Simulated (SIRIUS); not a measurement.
A run of SIRIUS 7.12.0 is set up as follows.

File sirius.json:

```json
{
  "control": {
    "processing_unit": "cpu",
    "std_evp_solver_name": "lapack",
    "gen_evp_solver_name": "lapack",
    "verbosity": 2,
    "print_forces": true,
    "ortho_rf": true,
    "use_second_variation": true,
    "rmt_max": 3.0,
    "num_bands_to_print": 22,
    "save_wf": true
  },
  "parameters": {
    "electronic_structure_method": "full_potential_lapwlo",
    "xc_functionals": ["XC_GGA_X_PBE", "XC_GGA_C_PBE"],
    "core_relativity": "dirac",
    "valence_relativity": "iora",
    "num_fv_states": 22,
    "smearing": "fermi_dirac",
    "smearing_width": 0.0003674932,
    "pw_cutoff": 23,
    "gk_cutoff": 4.5,
    "lmax_apw": 12,
    "lmax_rho": 8,
    "lmax_pot": 8,
    "num_mag_dims": 1,
    "auto_rmt": 0,
    "ngridk": [11, 11, 11],
    "shiftk": [0, 0, 0],
    "num_dft_iter": 80,
    "energy_tol": 1e-07,
    "density_tol": 1e-05,
    "use_symmetry": true
  },
  "settings": {"tol_ne": 1e-10},
  "iterative_solver": {"type": "exact"},
  "mixer": {"type": "anderson", "beta": 0.4, "max_history": 8},
  "unit_cell": {
    "lattice_vectors": [[0.0, 4.073115689, 4.073115689], [4.073115689, 0.0, 4.073115689], [4.073115689, 4.073115689, 0.0]],
    "atom_types": ["Fe", "O"],
    "atom_files": {"Fe": "Fe.json", "O": "O.json"},
    "atoms": {"Fe": [[0.0, 0.0, 0.0, 0.0, 0.0, 3.0]], "O": [[0.5, 0.5, 0.5, 0.0, 0.0, 0.0]]}
  }
}
```

The input Fe.json:

```json
{
  "name": "iron",
  "symbol": "Fe",
  "number": 26,
  "mass": 55.845,
  "rmin": 1e-06,
  "rmt": 2.4,
  "nrmt": 800,
  "rinf": 15.61,
  "core": "1s2s2p",
  "valence": [
    {"basis": [{"enu": 0.08, "dme": 0, "n": 0, "auto": 0}, {"enu": 0.08, "dme": 1, "n": 0, "auto": 0}]},
    {"l": 0, "n": 1, "basis": [{"enu": 0.18, "dme": 0, "n": 0, "auto": 0}]},
    {"l": 1, "n": 2, "basis": [{"enu": 0.18, "dme": 0, "n": 0, "auto": 0}]},
    {"l": 2, "n": 3, "basis": [{"enu": 0.18, "dme": 0, "n": 0, "auto": 0}]},
    {"l": 3, "n": 4, "basis": [{"enu": 0.18, "dme": 0, "n": 0, "auto": 0}]}
  ],
  "lo": [
    {"l": 0, "basis": [{"enu": 0.18, "dme": 0, "n": 0, "auto": 0}, {"enu": 0.18, "dme": 1, "n": 0, "auto": 0}]},
    {
      "l": 0,
      "basis": [{"enu": -3.0486, "dme": 0, "n": 3, "auto": 1}, {"enu": -3.0486, "dme": 1, "n": 3, "auto": 1}]
    },
    {
      "l": 0,
      "basis": [{"enu": -3.0486, "dme": 1, "n": 3, "auto": 1}, {"enu": 0.18, "dme": 0, "n": 0, "auto": 0}]
    },
    {"l": 0, "basis": [{"enu": 0.18, "dme": 0, "n": 0, "auto": 0}, {"enu": 2.9578, "dme": 0, "n": 0, "auto": 0}]},
    {"l": 1, "basis": [{"enu": 0.18, "dme": 0, "n": 0, "auto": 0}, {"enu": 0.18, "dme": 1, "n": 0, "auto": 0}]},
    {
      "l": 1,
      "basis": [{"enu": -1.8194, "dme": 0, "n": 3, "auto": 1}, {"enu": -1.8194, "dme": 1, "n": 3, "auto": 1}]
    },
    {
      "l": 1,
      "basis": [{"enu": -1.8194, "dme": 1, "n": 3, "auto": 1}, {"enu": 0.18, "dme": 0, "n": 0, "auto": 0}]
    },
    {"l": 1, "basis": [{"enu": 0.18, "dme": 0, "n": 0, "auto": 0}, {"enu": 3.3744, "dme": 0, "n": 0, "auto": 0}]},
    {"l": 2, "basis": [{"enu": 0.18, "dme": 0, "n": 0, "auto": 0}, {"enu": 0.18, "dme": 1, "n": 0, "auto": 0}]},
    {"l": 2, "basis": [{"enu": 0.18, "dme": 1, "n": 0, "auto": 0}, {"enu": 0.18, "dme": 2, "n": 0, "auto": 0}]},
    {"l": 2, "basis": [{"enu": 0.18, "dme": 0, "n": 0, "auto": 0}, {"enu": 2.8883, "dme": 0, "n": 0, "auto": 0}]},
    {"l": 3, "basis": [{"enu": 0.18, "dme": 0, "n": 0, "auto": 0}, {"enu": 0.18, "dme": 1, "n": 0, "auto": 0}]},
    {"l": 3, "basis": [{"enu": 0.18, "dme": 0, "n": 0, "auto": 0}, {"enu": 3.2008, "dme": 0, "n": 0, "auto": 0}]}
  ],
  "free_atom": [... radial grid and density of the free atom, the start of the SCF ...]
}
```

The input O.json:

```json
{
  "name": "oxygen",
  "symbol": "O",
  "number": 8,
  "mass": 15.9994,
  "rmin": 1e-06,
  "rmt": 1.6,
  "nrmt": 800,
  "rinf": 11.55,
  "core": "1s",
  "valence": [
    {"basis": [{"enu": 0.08, "dme": 0, "n": 0, "auto": 0}, {"enu": 0.08, "dme": 1, "n": 0, "auto": 0}]},
    {"l": 0, "n": 1, "basis": [{"enu": -0.0371, "dme": 0, "n": 0, "auto": 0}]},
    {"l": 1, "n": 2, "basis": [{"enu": 0.18, "dme": 0, "n": 0, "auto": 0}]},
    {"l": 2, "n": 3, "basis": [{"enu": 0.18, "dme": 0, "n": 0, "auto": 0}]},
    {"l": 3, "n": 4, "basis": [{"enu": 0.18, "dme": 0, "n": 0, "auto": 0}]}
  ],
  "lo": [
    {
      "l": 0,
      "basis": [{"enu": -0.0371, "dme": 0, "n": 0, "auto": 0}, {"enu": -0.0371, "dme": 1, "n": 0, "auto": 0}]
    },
    {
      "l": 0,
      "basis": [{"enu": -0.0371, "dme": 1, "n": 0, "auto": 0}, {"enu": -0.0371, "dme": 2, "n": 0, "auto": 0}]
    },
    {
      "l": 0,
      "basis": [{"enu": -0.0371, "dme": 0, "n": 0, "auto": 0}, {"enu": 4.6503, "dme": 0, "n": 0, "auto": 0}]
    },
    {"l": 1, "basis": [{"enu": 0.18, "dme": 0, "n": 0, "auto": 0}, {"enu": 0.18, "dme": 1, "n": 0, "auto": 0}]},
    {"l": 1, "basis": [{"enu": 0.18, "dme": 1, "n": 0, "auto": 0}, {"enu": 0.18, "dme": 2, "n": 0, "auto": 0}]},
    {"l": 1, "basis": [{"enu": 0.18, "dme": 0, "n": 0, "auto": 0}, {"enu": 5.5706, "dme": 0, "n": 0, "auto": 0}]},
    {"l": 2, "basis": [{"enu": 0.18, "dme": 0, "n": 0, "auto": 0}, {"enu": 0.18, "dme": 1, "n": 0, "auto": 0}]},
    {"l": 2, "basis": [{"enu": 0.18, "dme": 1, "n": 0, "auto": 0}, {"enu": 0.18, "dme": 2, "n": 0, "auto": 0}]},
    {"l": 2, "basis": [{"enu": 0.18, "dme": 0, "n": 0, "auto": 0}, {"enu": 6.2737, "dme": 0, "n": 0, "auto": 0}]},
    {"l": 3, "basis": [{"enu": 0.18, "dme": 0, "n": 0, "auto": 0}, {"enu": 0.18, "dme": 1, "n": 0, "auto": 0}]}
  ],
  "free_atom": [... radial grid and density of the free atom, the start of the SCF ...]
}
```

Contents of sirius_start.json:

```json
{
  "control": {
    "processing_unit": "cpu",
    "std_evp_solver_name": "lapack",
    "gen_evp_solver_name": "lapack",
    "verbosity": 1,
    "print_forces": false,
    "ortho_rf": true,
    "use_second_variation": true,
    "rmt_max": 3.0,
    "num_bands_to_print": 22,
    "save_wf": false
  },
  "parameters": {
    "electronic_structure_method": "full_potential_lapwlo",
    "xc_functionals": ["XC_LDA_X", "XC_LDA_C_PW"],
    "core_relativity": "dirac",
    "valence_relativity": "iora",
    "num_fv_states": 22,
    "smearing": "fermi_dirac",
    "smearing_width": 0.0055123983,
    "pw_cutoff": 23,
    "gk_cutoff": 3.6,
    "lmax_apw": 12,
    "lmax_rho": 8,
    "lmax_pot": 8,
    "num_mag_dims": 1,
    "auto_rmt": 0,
    "ngridk": [4, 4, 4],
    "shiftk": [0, 0, 0],
    "num_dft_iter": 30,
    "energy_tol": 0.01,
    "density_tol": 0.05,
    "use_symmetry": true
  },
  "settings": {"tol_ne": 1e-10},
  "iterative_solver": {"type": "exact"},
  "mixer": {"type": "anderson", "beta": 0.4, "max_history": 8},
  "unit_cell": {
    "lattice_vectors": [[0.0, 4.073115689, 4.073115689], [4.073115689, 0.0, 4.073115689], [4.073115689, 4.073115689, 0.0]],
    "atom_types": ["Fe", "O"],
    "atom_files": {"Fe": "Fe.json", "O": "O.json"},
    "atoms": {"Fe": [[0.0, 0.0, 0.0, 0.0, 0.0, 3.0]], "O": [[0.5, 0.5, 0.5, 0.0, 0.0, 0.0]]}
  }
}
```

Potentials or basis: all-electron FP-LAPW, apw+lo standard.

Command:

```sh
$ OMP_NUM_THREADS=1 sirius.scf --input=sirius_start.json --output=start.json
$ OMP_NUM_THREADS=1 sirius.scf --input=sirius.json --output=output.json --task=1
```

Question: Estimate the net moment.

Answer: 4.00 μB per cell.

Question: Estimate the band gap on the k mesh.

Answer: None (metal or under the smearing width).

Question: Predict the site moments.

Answer: Fe +3.65; O +0.29 μB.

Caveat: a cell with one magnetic atom can't hold antiferromagnetic order, which such compounds often take; semilocal functionals often make such compounds metallic where correlation or magnetic order opens a gap, which also shifts bond lengths.

The gap isn't set beside the measured one, since this odd mesh misses points on the zone boundary.
